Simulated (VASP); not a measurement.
# Te (R-3m) in VASP: a series of runs, part 2 of 3

VASP 6.6.1.

## 3. Band structure, PBEsol

Contents of POSCAR:

```
Te
1.0
    2.3059043427      1.3313144930      1.6909537039
   -2.3059043427      1.3313144930      1.6909537039
    0.0000000000     -2.6626289860      1.6909537039
Te
1
Direct
    0.5000000000      0.5000000000      0.5000000000
```

Contents of INCAR.step1:

```
  PREC = Accurate
  ENCUT = 520
  EDIFF = 1E-6
  ISMEAR = -1
  SIGMA = 0.05
  LREAL = False
  LASPH = True
  NELM = 60
  ALGO = Fast
  ISIF = 2
  LWAVE = False
  LCHARG = True
  GGA = PS
  NBANDS = 9
```

Contents of KPOINTS.step1:

```
regular mesh
0
Gamma
  7 7 7
```

Contents of INCAR.step2:

```
  PREC = Accurate
  ENCUT = 520
  EDIFF = 1E-6
  ISMEAR = 0
  SIGMA = 0.05
  LREAL = False
  LASPH = True
  NELM = 60
  ALGO = Fast
  ISIF = 2
  LWAVE = False
  LCHARG = False
  GGA = PS
  NBANDS = 9
  ICHARG = 11
```

Contents of KPOINTS.step2:

```
path GPZQGFP1Q1LZ
10
line-mode
reciprocal
 0.0000000000  0.0000000000  0.0000000000  G
 0.4677709699 -0.5322290301  0.4677709699  P

 0.4677709699 -0.5322290301  0.4677709699  P
 0.5000000000 -0.5000000000  0.5000000000  Z

 0.5000000000 -0.5000000000  0.5000000000  Z
 0.4355419398  0.4355419398  0.4355419398  Q

 0.4355419398  0.4355419398  0.4355419398  Q
 0.0000000000  0.0000000000  0.0000000000  G

 0.0000000000  0.0000000000  0.0000000000  G
 0.5000000000 -0.5000000000  0.0000000000  F

 0.5000000000 -0.5000000000  0.0000000000  F
 0.5322290301 -0.4677709699 -0.4677709699  P1

 0.5322290301 -0.4677709699 -0.4677709699  P1
 0.5644580602 -0.4355419398 -0.4355419398  Q1

 0.5644580602 -0.4355419398 -0.4355419398  Q1
 0.5000000000  0.0000000000  0.0000000000  L

 0.5000000000  0.0000000000  0.0000000000  L
 0.5000000000 -0.5000000000  0.5000000000  Z
```

Potentials or basis: VASP PAW PBE potentials, release 64 (Te).

On the command line:

```console
$ cat potpaw_PBE.64/Te/POTCAR > POTCAR
$ cp INCAR.step1 INCAR
$ cp KPOINTS.step1 KPOINTS
$ mpirun -np 1 vasp_std > vasp.out
$ cp INCAR.step2 INCAR
$ cp KPOINTS.step2 KPOINTS
$ mpirun -np 1 vasp_std > vasp.out
```

OUTCAR:

```text
PREC = Accurate
   ENCUT = 520
   EDIFF = 1E-6
   ISMEAR = 0
   LREAL = False
   LASPH = True
   NELM = 60
   ISIF = 2
   GGA = PS
   ICHARG = 11

 ion  position               nearest neighbor table
   1  0.500  0.500  0.500-

  LATTYP: Found a trigonal (rhomboedric) cell.
 ALAT       =     3.1541904739
 COS(alpha) =    -0.0688991668

  Lattice vectors:

 A1 = (   2.3059043427,   1.3313144930,   1.6909537039)
 A2 = (  -2.3059043427,   1.3313144930,   1.6909537039)
 A3 = (   0.0000000000,  -2.6626289860,   1.6909537039)

Analysis of symmetry for initial positions (statically):
=====================================================================
 Subroutine PRICEL returns:
 Original cell was already a primitive cell.

 Routine SETGRP: Setting up the symmetry group for a
 trigonal (rhombohedral) supercell.

 Subroutine GETGRP returns: Found 12 space group operations
 (whereof 12 operations were pure point group operations)
 out of a pool of 12 trial point group operations.

The static configuration has the point symmetry D_3d.

Analysis of symmetry for dynamics (positions and initial velocities):
=====================================================================
 Subroutine PRICEL returns:
 Original cell was already a primitive cell.

 Routine SETGRP: Setting up the symmetry group for a
 trigonal (rhombohedral) supercell.

 Subroutine GETGRP returns: Found 12 space group operations
 (whereof 12 operations were pure point group operations)
 out of a pool of 12 trial point group operations.

The dynamic configuration has the point symmetry D_3d.

 Subroutine INISYM returns: Found 12 space group operations
 (whereof 12 operations are pure point group operations),
 and found     1 'primitive' translations

----------------------------------------------------------------------------------------

                                     Primitive cell

[... 104 lines left out ...]
  Thomas-Fermi vector in A             =   2.073397
   LORBIT       =      0    0 simple, 1 ext, 2 COOP (PROOUT), +10 PAW based schemes
   GGA     = PS    functional components
   LHFCALC =     F    Hartree Fock is set to
   AEXX    =    0.0000 exact exchange contribution
   IVDW    =     0    specifies the selected vdW correction
   LEPSILON=     F    determine dielectric tensor
   LRPA    =     F    only Hartree local field effects (RPA)
 non-spin polarized calculation
 RMM-DIIS sequential band-by-band and
 Gauss-broadening in eV      SIGMA  =   0.05
  energy-cutoff  :      520.00
  volume of cell :       31.15
 maximum number of plane-waves:       858
 NGX is ok and might be reduce to    24

 number of electron       5.9999999 magnetization

 Free energy of the ion-electron system (eV)
  ---------------------------------------------------
  ext. energy  EPLUGINS =         0.00000000
  ---------------------------------------------------
  free energy    TOTEN  =        -2.46299071 eV

  energy without entropy =       -2.46271913  energy(sigma->0) =       -2.46285492

 E-fermi :   5.0305     XC(G=0):  -9.6521

 val. band max:        4.9806332420   @ k =   0.5000  -0.3333   0.3333
 cond. band min:       5.0791166819   @ k =   0.5000  -0.3333   0.3333
 fundamental gap:      0.0984834399
 Fermi energy:         5.0305246065

 k-point     1 :       0.0000    0.0000    0.0000
  band No.  band energies     occupation
      1      -7.0487      2.00000
      2       7.9065      0.00000
      3       8.3784      0.00000
      4       8.3784      0.00000
      5      13.0061      0.00000
      6      13.0061      0.00000
      7      13.4932      0.00000
      8      23.8142      0.00000
      9      24.0229      0.00000
[... 265 lines left out ...]
 k-point    24 :       0.4785   -0.1882    0.4785
  band No.  band energies     occupation
      1      -2.8861      2.00000
      2       2.3625      2.00000
      3       3.0618      2.00000
      4       8.1745      0.00000
      5       9.4325      0.00000
      6      14.6123      0.00000
      7      15.3870      0.00000
      8      18.7223      0.00000
      9      20.9035      0.00000

 [... further k-points ...]

------------------------ aborting loop because EDIFF is reached ----------------------------------------

  FORCE on cell =-STRESS in cart. coord.  units (eV):
  Direction    XX          YY          ZZ          XY          YZ          ZX
  --------------------------------------------------------------------------------------
  -------------------------------------------------------------------------------------
  Total        6.3998332      6.3998332      6.0230282      0.0000000      0.0000000      0.0000000
  in kB      329.2109902    329.2109902    309.8279274      0.0000000      0.0000000      0.0000000
  external PRESSURE =     322.7499692 kB  Pullay stress =       0.0000000 kB

 VOLUME and BASIS-vectors are now :
 -----------------------------------------------------------------------------
  energy-cutoff  :      520.00
  volume of cell :       31.15
      direct lattice vectors                 reciprocal lattice vectors
     2.305904343  1.331314493  1.690953704     0.216834667  0.125189553  0.197127415
    -2.305904343  1.331314493  1.690953704    -0.216834667  0.125189553  0.197127415
     0.000000000 -2.662628986  1.690953704     0.000000000 -0.250379107  0.197127415

 POSITION                                       TOTAL-FORCE (eV/Angst)
 -----------------------------------------------------------------------------------
      0.00000      0.00000      2.53643         0.000000      0.000000      0.000000
 -----------------------------------------------------------------------------------
    total drift:                                0.000000      0.000000     -0.000000

  FREE ENERGIE OF THE ION-ELECTRON SYSTEM (eV)
  ---------------------------------------------------
  free  energy   TOTEN  =        -2.4629907097 eV

  energy  without entropy=       -2.4627191341  energy(sigma->0) =       -2.46285492
```

OUTCAR.step1:

```text
PREC = Accurate
   ENCUT = 520
   EDIFF = 1E-6
   ISMEAR = -1
   LREAL = False
[... 506 lines left out ...]

 POSITION                                       TOTAL-FORCE (eV/Angst)
 -----------------------------------------------------------------------------------
      0.00000      0.00000      2.53643         0.000000      0.000000     -0.000000
 -----------------------------------------------------------------------------------
    total drift:                                0.000000      0.000000     -0.000000

  FREE ENERGIE OF THE ION-ELECTRON SYSTEM (eV)
  ---------------------------------------------------
  free  energy   TOTEN  =        -3.4733087666 eV

  energy  without entropy=       -3.4676121766  energy(sigma->0) =       -3.47046047
```

OSZICAR.step1:

```text
N       E                     dE             d eps       ncg     rms          rms(c)
DAV:   1     0.165045078934E+02    0.16505E+02   -0.26245E+03   792   0.545E+02
DAV:   2    -0.294298788550E+01   -0.19447E+02   -0.18502E+02  1049   0.716E+01
DAV:   3    -0.346960546806E+01   -0.52662E+00   -0.52430E+00   975   0.148E+01
DAV:   4    -0.347308628080E+01   -0.34808E-02   -0.34807E-02  1120   0.139E+00
DAV:   5    -0.347311860683E+01   -0.32326E-04   -0.32325E-04  1010   0.104E-01    0.800E+00
RMM:   6    -0.347320154224E+01   -0.82935E-04   -0.43166E-04   830   0.144E-01    0.488E+00
RMM:   7    -0.347330247605E+01   -0.10093E-03   -0.11959E-03   873   0.242E-01    0.869E-02
RMM:   8    -0.347330788422E+01   -0.54082E-05   -0.80043E-05   933   0.694E-02    0.413E-02
RMM:   9    -0.347330882743E+01   -0.94321E-06   -0.16257E-05   958   0.322E-02    0.371E-03
RMM:  10    -0.347330876665E+01    0.60779E-07   -0.23210E-06   889   0.125E-02
   1 F= -.34733088E+01 E0= -.34704605E+01  d E =-.569659E-02
```

Run time: 6.1 s. Hardware: 1 thread of Intel Xeon 6975P-C (Granite Rapids), shared host; peak memory 0.14 GiB.

What came out:

```
Band gap along the path : none (metal or under the smearing width)
```

Levels at the corners of the path, in eV from the Fermi level:
```
point  band 1  band 2  band 3  band 4  band 5  band 6  band 7  band 8  band 9
    Γ  -14.12    0.83    1.31    1.31    5.93    5.93    6.42   16.74   16.95
    P   -8.46   -3.55   -3.55   -2.59    3.82    3.82    4.88    7.49   21.62
    P   -8.46   -3.55   -3.55   -2.59    3.82    3.82    4.88    7.49   21.62
    Z   -8.37   -3.56   -3.56   -2.61    3.72    3.72    5.20    6.90   21.95
    Z   -8.37   -3.56   -3.56   -2.61    3.72    3.72    5.20    6.90   21.94
    Q   -8.70   -3.53   -3.53   -2.57    4.11    4.11    4.49    8.70   20.89
    Q   -8.70   -3.53   -3.53   -2.57    4.11    4.11    4.49    8.70   20.89
    Γ  -14.12    0.83    1.31    1.31    5.93    5.93    6.42   16.69   16.86
    Γ  -14.12    0.83    1.31    1.31    5.93    5.93    6.42   16.67   16.76
    F  -10.35   -5.13   -4.40    1.76    3.83   10.38   12.07   12.16   12.54
    F  -10.35   -5.13   -4.40    1.76    3.83   10.38   12.07   12.16   12.53
   P1   -8.46   -3.55   -3.55   -2.59    3.82    3.82    4.88    7.49   21.63
   P1   -8.46   -3.55   -3.55   -2.59    3.82    3.82    4.88    7.49   21.62
   Q1   -8.70   -3.53   -3.53   -2.57    4.11    4.11    4.49    8.70   20.89
   Q1   -8.70   -3.53   -3.53   -2.57    4.11    4.11    4.49    8.70   20.89
    L  -12.24   -6.47    2.33    2.67    7.57    8.85    9.76   11.03   11.25
    L  -12.24   -6.47    2.33    2.67    7.57    8.85    9.76   11.03   11.21
    Z   -8.37   -3.56   -3.56   -2.61    3.72    3.72    5.20    6.90   21.94
```

Caveat: the log is that of the step along the path at fixed density, whose energy, stress, charges and moments have no meaning; the PAW data sets were made with another functional, which shifts forces and pressure a little; spin-orbit coupling is left out, which moves the levels of the heavy elements.

(Part 2 of 3 ends here.)
